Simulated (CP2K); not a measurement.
Wanted: the native input for a CP2K 2026.2 run.

| Quantity | Value |
| --- | --- |
| Task | single point |
| Functional | PBE |
| Potentials or basis | POTENTIAL_UZH Pb GTH-PBE-q4, S GTH-PBE-q6; TZVP-MOLOPT-PBE-GTH basis |
| Density cutoff | 6123 eV |
| k mesh | 8 × 8 × 8 |
| Occupations | fermi-dirac, width 0.05 eV |
| Spin | no spin polarisation |
| SCF solver | diagonalisation with k points |
| Quickstep method | GPW |
| EPS_DEFAULT | 1.0E-10 |
| EPS_SCF | 1.0E-6 |
| MAX_SCF | 100 |
| SCF_GUESS | ATOMIC |
| k points reduced by the point group | yes |
| Mesh centred on Gamma | yes |
| CHOLESKY | OFF |
| EPS_EIGVAL | 1.0E-7 |
| MIXING METHOD | BROYDEN_MIXING |
| MIXING ALPHA | 0.4 |
| NBUFFER | 8 |
| NGRIDS | 5 |
| Basis sets | Pb TZVP-MOLOPT-PBE-GTH-q4, S TZVP-MOLOPT-PBE-GTH-q6 |
| Potentials | Pb GTH-PBE-q4 of POTENTIAL_UZH, S GTH-PBE-q6 of POTENTIAL_UZH |
| ADDED_MOS | [10] |
| REL_CUTOFF (Ry) | 60 Ry |
| MIXING BETA (1/bohr) | 1.5 1/bohr |
| CUTOFF of the grids | 450 Ry |

The system is PbS (Galena).

```
CELL_PARAMETERS angstrom
4.19420 0.00000 0.00000
2.09710 3.63229 0.00000
2.09710 1.21076 3.42455
ATOMIC_POSITIONS crystal
Pb 0.00000 0.00000 0.00000
S 0.50000 0.50000 0.50000
```

These files were run (other wordings do the same):

pbs_scf.inp

```
&GLOBAL
  PROJECT pbs_scf
  RUN_TYPE ENERGY_FORCE
  PRINT_LEVEL LOW
&END GLOBAL
&FORCE_EVAL
  METHOD QS
  STRESS_TENSOR ANALYTICAL
  &DFT
    BASIS_SET_FILE_NAME BASIS_MOLOPT_UZH
    POTENTIAL_FILE_NAME POTENTIAL_UZH
    &MGRID
      CUTOFF 450
      REL_CUTOFF 60
      NGRIDS 5
    &END MGRID
    &QS
      METHOD GPW
      EPS_DEFAULT 1.0E-10
    &END QS
    &KPOINTS
      SCHEME MONKHORST-PACK 8 8 8
      GAMMA_CENTERED T
      SYMMETRY T
      SYMMETRY_BACKEND SPGLIB
    &END KPOINTS
    &SCF
      SCF_GUESS ATOMIC
      EPS_SCF 1.0E-6
      MAX_SCF 100
      ADDED_MOS 10
      CHOLESKY OFF
      EPS_EIGVAL 1.0E-7
      &DIAGONALIZATION ON
        ALGORITHM STANDARD
      &END DIAGONALIZATION
      &MIXING ON
        METHOD BROYDEN_MIXING
        ALPHA 0.4
        BETA 1.5
        NBUFFER 8
      &END MIXING
      &SMEAR ON
        METHOD FERMI_DIRAC
        ELECTRONIC_TEMPERATURE [K] 580.226
      &END SMEAR
    &END SCF
    &XC
      &XC_FUNCTIONAL PBE
      &END XC_FUNCTIONAL
    &END XC
    &PRINT
      &KPOINTS ON
      &END KPOINTS
      &MULLIKEN ON
      &END MULLIKEN
      &MO ON
        ENERGIES T
        OCCUPATION_NUMBERS T
        &EACH
          QS_SCF 0
        &END EACH
        ADD_LAST NUMERIC
      &END MO
      &LOWDIN ON
      &END LOWDIN
      &HIRSHFELD ON
        SHAPE_FUNCTION DENSITY
      &END HIRSHFELD
    &END PRINT
  &END DFT
  &SUBSYS
    &CELL
      ABC 4.1942038726 4.1942038726 4.1942038726
      ALPHA_BETA_GAMMA 60.0000000005 60.0000000000 59.9999999998
      PERIODIC XYZ
    &END CELL
    &COORD
      SCALED
      Pb  0.0000000000 0.0000000000 0.0000000000
      S   0.5000000000 0.5000000000 0.5000000000
    &END COORD
    &KIND Pb
      BASIS_SET TZVP-MOLOPT-PBE-GTH-q4
      POTENTIAL GTH-PBE-q4
    &END KIND
    &KIND S
      BASIS_SET TZVP-MOLOPT-PBE-GTH-q6
      POTENTIAL GTH-PBE-q6
    &END KIND
    &PRINT
      &ATOMIC_COORDINATES ON
      &END ATOMIC_COORDINATES
      &CELL ON
      &END CELL
    &END PRINT
  &END SUBSYS
  &PRINT
    &FORCES ON
    &END FORCES
    &STRESS_TENSOR ON
    &END STRESS_TENSOR
  &END PRINT
&END FORCE_EVAL
```

Potentials or basis: POTENTIAL_UZH Pb GTH-PBE-q4, S GTH-PBE-q6; TZVP-MOLOPT-PBE-GTH basis.

The run is started by

```sh
$ OMP_NUM_THREADS=1 cp2k.psmp -i pbs_scf.inp -o pbs_scf.out
```

It gave:

| Property | Result |
| --- | --- |
| Pressure | 2.9 GPa |
| Band gap on the k mesh | 0.23 eV, direct |
| Mulliken charges | Pb +0.86; S -0.86 e |
| Hirshfeld charges | Pb +0.28; S -0.28 e |

Caveat: Mulliken charges move with the basis; spin-orbit coupling is left out, which as a rule narrows the gap of such compounds by several tenths of an eV; the basis of atomic orbitals isn't converged, which shifts pressures, moduli and gaps.

Run time: 14 s on 1 thread of Arm Neoverse V1, on a shared host, peak memory 0.26 GiB.
